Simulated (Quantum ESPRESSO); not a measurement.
Runs of Quantum ESPRESSO 7.5 on FeO. It takes space group Fm-3m (No. 225, cubic). The conventional cell has a = 4.311 Å, b = 4.311 Å, c = 4.311 Å, α = 90.00°, β = 90.00°, γ = 90.00°. Around Fe (site symmetry m-3m) lie 6 O at 2.16 Å. O (site symmetry m-3m) has 6 Fe at 2.16 Å as nearest neighbours. 

```csv
level,potentials or basis,cell,k mesh,cutoff (eV),form of the LDA correlation,gap on the mesh (eV),pressure (GPa),moment (μB)
PBE,GBRV 1.5 PBE,relaxed to 50 GPa,"4 × 4 × 4, shifted",762,-,none,50.0,3.98
LDA,PseudoDojo 0.4.1 SR LDA standard,as given,"4 × 4 × 4, shifted",1225,PW92,none,(a),4.00
LDA,PseudoDojo 0.4.1 SR LDA standard,as given,"6 × 6 × 6, shifted",1225,PW92,none,-16.3,4.00
LDA,PseudoDojo 0.4.1 SR LDA standard,as given,"8 × 8 × 8, shifted",1225,PW92,none,-16.3,4.00
PBE,GBRV 1.5 PBE,relaxed to 25 GPa,"4 × 4 × 4, shifted",762,-,none,25.0,4.00
```

Alike in all rows: task phonons; spin collinear, ferromagnetic start; smearing fermi-dirac 0.05 eV; the mesh is coarse, so values aren't converged.

Question: Estimate the missing entries.

Answer: (a) -16.2.

Caveats: some runs use coarse meshes; the mesh is thin for the phonons of a metal; the cell is more than 3 GPa from zero pressure, which shifts response properties; a cell with one magnetic atom can't hold antiferromagnetic order, which such compounds often take; semilocal functionals often make such compounds metallic where correlation or magnetic order opens a gap, which also shifts bond lengths.

A gap of «none» marks a metal or a gap under the smearing width.
